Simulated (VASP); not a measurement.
Runs of VASP 6.6.1 on Al. The cell holds a slab with vacuum, 11 atoms: a = 4.040 Å, b = 2.857 Å, c = 29.284 Å, α = 90.00°, β = 90.00°, γ = 90.00°. The cell was built by a generator and needn't be a form met in nature.

```tsv
task	level	potentials or basis	cell	gap on the mesh (eV)	largest force (eV/Å)
work function	PBEsol	VASP PAW PBE potentials, release 64 (Al)	as given	none	0.09
work function	PBE	VASP PAW PBE potentials, release 64 (Al)	as given	none	0.02
work function	r2SCAN	VASP PAW PBE potentials, release 64 (Al)	as given	none	(a)
relaxation of the atoms	PBE	VASP PAW PBE potentials, release 64 (Al)	atoms relaxed	none	0.02
work function	LDA	VASP PAW LDA potentials, release 64 (Al)	as given	none	0.20
```

Alike in all rows: no spin polarisation; k mesh 16 × 12 × 1; cutoff (eV) 520; smearing methfessel-paxton 0.1 eV.

Task: Fill in the values left out.

Result: (a) 0.21.

Caveats: the PAW data sets were made with another functional, which shifts forces and pressure a little (some runs).

A gap of «none» marks a metal or a gap under the smearing width.
